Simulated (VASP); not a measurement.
Set up this calculation in VASP 6.6.1, as the native input.

| Property | Result |
| --- | --- |
| Task | relaxation of cell and atoms |
| Functional | PBE |
| Potentials or basis | VASP PAW PBE potentials, release 64 (Cd, S) |
| Cutoff | 600 eV |
| k mesh | 12 × 12 × 12 |
| Occupations | gaussian, width 0.01 eV |
| Spin | no spin polarisation |
| Dipole correction | no |
| Further INCAR settings | ALGO = Normal; EDIFF = 1e-07; IBRION = 2; EDIFFG = -0.005; NSW = 100; ISIF = 3 |

The structure of CdS lies in POSCAR:

```
CdS
1.0
    0.0000000000      2.7532440000      2.7532440000
    2.7532440000      0.0000000000      2.7532440000
    2.7532440000      2.7532440000      0.0000000000
Cd S
1 1
Direct
    0.0000000000      0.0000000000      0.0000000000
    0.5000000000      0.5000000000      0.5000000000
```

Measurements of this composition are mostly on another form, of space group No. 186.

The input as run:

INCAR

```
ALGO = Normal
EDIFF = 1E-7
EDIFFG = -0.005
ENCUT = 600
GGA = PE
IBRION = 2
ISIF = 3
ISMEAR = 0
LASPH = T
LCHARG = F
LREAL = F
LWAVE = F
NELM = 100
NSW = 100
PREC = Accurate
SIGMA = 0.01
```

KPOINTS

```
k-points
0
Gamma
  12 12 12
```

Potentials or basis: VASP PAW PBE potentials, release 64 (Cd, S).

Command:

```sh
$ cat potpaw_PBE.64/Cd/POTCAR potpaw_PBE.64/S/POTCAR > POTCAR
$ mpirun -np 1 vasp_std > vasp.out
```

It gave:

```json
{
 "Relaxed volume": "20.84 Å³/atom",
 "Relaxed cell": "a = 3.892 Å, b = 3.892 Å, c = 3.892 Å, α = 60.00°, β = 60.00°, γ = 60.00°",
 "Space group after relaxing (to 0.05 Å)": "Fm-3m (No. 225)",
 "Energy gained by relaxing": "0.0 meV/atom",
 "Ionic steps": "3",
 "Pressure after relaxing": "0.0 GPa",
 "Band gap on the k mesh": "0.25 eV, indirect (least direct gap 1.54 eV)"
}
```

Wall time 40 s on 1 thread of Intel(R) Xeon(R) Platinum 8559C (Emerald Rapids), with other jobs on the host, peak memory 0.21 GiB.
